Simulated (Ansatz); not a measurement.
Crystal: ZrC.

```xyz
2
Lattice="0.0000 2.3650 2.3650 2.3650 0.0000 2.3650 2.3650 2.3650 0.0000" Properties=species:S:1:pos:R:3 pbc="T T T"
Zr    2.3650    2.3650    2.3650
C     0.0000    0.0000    0.0000
```

Program: Ansatz 0.2.0. Alike in all runs: no spin polarisation; cell as given; k mesh 10 × 10 × 10.

Problem. Order these runs on this cell by their pressure, lowest first.
A. level BLYP+D4; potentials or basis SPMS NC; cutoff (eV) 1034; smearing fermi-dirac 0.15 eV
B. level PBE; potentials or basis Ansatz PAW; cutoff (eV) 420; smearing fermi-dirac 0.05 eV
C. level PBEsol+U; potentials or basis Ansatz PAW; U Zr d U = 8.0 eV; cutoff (eV) 420; smearing methfessel-paxton 0.1 eV; double counting amf; hubbard projectors ortho-atomic (the default); other keys basis.ecutrho_ratio = 12; …

Solution. C (-7.2 GPa), B (-2.9 GPa), A (-0.7 GPa).

Caveats: the potentials were made for another functional, which shifts forces and pressure (some runs); pairwise dispersion overbinds metals, which lowers pressure and volume (some runs); U without spin polarisation on a metal has little footing (some runs); the PAW data sets come from PBE, with cores solved anew for the run's functional, which leaves a small shift of forces and pressure (some runs); the U is typed as a test and isn't derived for this compound (some runs).
